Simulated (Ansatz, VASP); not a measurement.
**Two plane-wave programs on CsBr2**

```
Cs Br
1.0
     0.00000    4.23737    4.23737
     4.23737    0.00000    4.23737
     4.23737    4.23737    0.00000
Cs Br
1 2
Direct
  0.00000 0.00000 0.00000
  0.25000 0.25000 0.25000
  0.75000 0.75000 0.75000
```

Alike in both runs: functional PBE; k mesh 4 × 4 × 4; occupations gaussian, width 0.1 eV; no spin polarisation.

Ansatz relaxed the structure, and its values are those at the end. VASP's run is a single point on that final structure, the one shown.

|  | VASP | Ansatz |
| --- | --- | --- |
| version | VASP 6.6.1 | Ansatz 0.2.0 |
| potentials or method | VASP PAW PBE potentials, release 64 (Cs_sv, Br) | scalar-relativistic, plane waves, PAW |
| plane-wave cutoff (eV) | 520 | 420 |
| valence electrons in the cell | 23 | 23 |

|  | VASP | Ansatz | Ansatz less VASP |
| --- | --- | --- | --- |
| gap on the k mesh at the Fermi level (eV) | none | none | - |
| pressure (GPa) | 0.1 | 0.1 | -0.02 |

A gap of «none» marks a metal or a gap that the smearing closes. With one functional, cell and mesh, what is left measures potentials, basis and numerics.

Caveats: an odd number of electrons without spin polarisation forces a metal; a magnetic or distorted state may lie lower. The runs have no spin-orbit coupling, so splittings on Cs are missing.
